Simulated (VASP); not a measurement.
Input of a VASP 6.6.1 run:

INCAR

```
  PREC = Accurate
  ENCUT = 520
  EDIFF = 1E-6
  ISMEAR = -1
  SIGMA = 0.02
  LREAL = F
  LASPH = T
  NELM = 80
  ALGO = Normal
  ISIF = 2
  LWAVE = F
  LCHARG = F
  GGA = PS
  NBANDS = 11
```

File KPOINTS:

```
regular mesh
0
Gamma
  12 12 12
```

File POSCAR:

```
BN
1.0
    0.0000000000      1.8025453025      1.8025453025
    1.8025453025      0.0000000000      1.8025453025
    1.8025453025      1.8025453025      0.0000000000
B N
1 1
Direct
    0.0000000000      0.0000000000      0.0000000000
    0.2500000000      0.2500000000      0.2500000000
```

Potentials or basis: VASP PAW PBE potentials, release 64 (B, N).

Launch:

```sh
$ cat potpaw_PBE.64/B/POTCAR potpaw_PBE.64/N/POTCAR > POTCAR
$ mpirun -np 1 vasp_std > vasp.out
```

(1) What does it give for the pressure?

(2) Estimate the band gap on the k mesh.

Answers

(1) 0.8 GPa.

(2) 4.29 eV, indirect (least direct gap 8.80 eV).

Caveat: the PAW data sets were made with another functional, which shifts forces and pressure a little.

**What was measured.**

A printed reference work, monograph reports, for a bulk crystal of BN at 300 K: band gap 6.4 eV (indirect).

Against the measured gap of BN, 6.4 eV (indirect; 300 K; a printed reference work, monograph), the calculated 4.29 eV is off by -2.11 eV. The value is that of PBEsol on a finite k mesh, which can miss the band edges, without temperature or zero-point motion. Semilocal functionals fall short of measured gaps as a rule.
